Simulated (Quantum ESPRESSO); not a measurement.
Crystal: TiNi.

```
Ni Ti
1.0
     2.73580    0.00000    0.00000
     0.00000    2.73580    0.00000
     0.00000    0.00000    3.58141
Ni Ti
1 1
Direct
  0.00000 0.00000 0.00000
  0.50000 0.50000 0.50000
```

The cell comes from a database or a generator and needn't be the stable form of this composition.

Program: Quantum ESPRESSO 7.5. Alike in all runs: potentials or basis GBRV 1.5 PBEsol; cell as given; cutoff (eV) 612; smearing fermi-dirac 0.05 eV.

**Question.** Order these runs on this cell by their pressure, lowest first.
A. level PBEsol; spin collinear, ferromagnetic start; k mesh 10 × 10 × 8; mesh quality not flagged
B. level PBEsol+U; spin collinear, antiferromagnetic start; U Ni d U = 5 eV, Ti d U = 5 eV; k mesh 4 × 4 × 4; hubbard projectors ortho-atomic; dos occupations tetrahedra_opt; mesh quality coarse
C. level PBEsol+U; spin collinear, antiferromagnetic start; U Ni d U = 6 eV, Ti d U = 6 eV; k mesh 4 × 4 × 4; hubbard projectors ortho-atomic; dos occupations tetrahedra_opt; mesh quality coarse
D. level PBEsol+U; spin collinear, antiferromagnetic start; U Ni d U = 1 eV, Ti d U = 1 eV; k mesh 4 × 4 × 4; hubbard projectors ortho-atomic; dos occupations tetrahedra_opt; mesh quality coarse
E. level PBEsol+U; spin collinear, antiferromagnetic start; U Ni d U = 8 eV, Ti d U = 8 eV; k mesh 4 × 4 × 4; hubbard projectors ortho-atomic; dos occupations tetrahedra_opt; mesh quality coarse

**Answer.** A (-6.3 GPa), D (-4.4 GPa), B (1.5 GPa), C (4.5 GPa), E (6.8 GPa).

Caveats: some runs use coarse meshes; the U is typed as a test and isn't derived for this compound (some runs).

Not every run made on this cell is shown here.
